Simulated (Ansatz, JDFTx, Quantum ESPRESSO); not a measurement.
MnS: energy against volume and a worked fit

It takes space group F-43m (No. 216, cubic). Conventional cell: a = 4.947 Å, b = 4.947 Å, c = 4.947 Å, α = 90.00°, β = 90.00°, γ = 90.00°. Mn (site symmetry -43m) has 4 S at 2.14 Å as nearest neighbours. Around S (site symmetry -43m) lie 4 Mn at 2.14 Å.

The cell is a database's computed one, not the measured one.

The cell was scaled at fixed shape and fractions and run with Quantum ESPRESSO, GBRV 1.5 LDA, cutoff 612 eV; LDA, k mesh 9 × 9 × 9 on the cell of 2 atoms, fermi-dirac occupations of 0.05 eV, collinear spin, ferromagnetic start, no spin-orbit coupling. Energies are those that the program minimises, any entropy of the smearing included. For a metal such a mesh isn't converged to the digits shown. The magnetic state is the one that the start led to, which needn't be the lowest.

```tsv
V (Å³/atom)	energy over the lowest row (meV/atom)
14.2247	1.57
14.5274	0.00
14.8300	4.73
15.1327	15.04
15.4354	30.27
15.7380	?
16.0407	73.46
```

Problem. Fit the third-order Birch-Murnaghan form, give V0, B0 and B′, and predict the energy left open.

Solution. With y = (V0/V)^(2/3), E = E0 + (9 V0 B0/16) [(y - 1)³ B′ + (y - 1)² (6 - 4y)]. Least squares through the rows shown give V0 = 14.4464 Å³/atom, E0 = -0.22 meV, B0 = 163.7 GPa (1 eV/Å³ = 160.218 GPa) and B′ = 4.70, with a largest miss of 0.01 meV. At V = 15.7380 the form with these constants gives 49.92 meV; the run gave 49.88 meV an atom. Other set-ups at this level, from all their volumes (Å³/atom, GPa): JDFTx, PseudoDojo-SR-LDA-0.4.1-standard with smoothed tails: V0 14.416, B0 162.4; Ansatz, all-electron LAPW, scalar-relativistic: V0 14.431, B0 163; Quantum ESPRESSO, PseudoDojo 0.4.1 SR LDA standard: V0 14.415, B0 162.3.
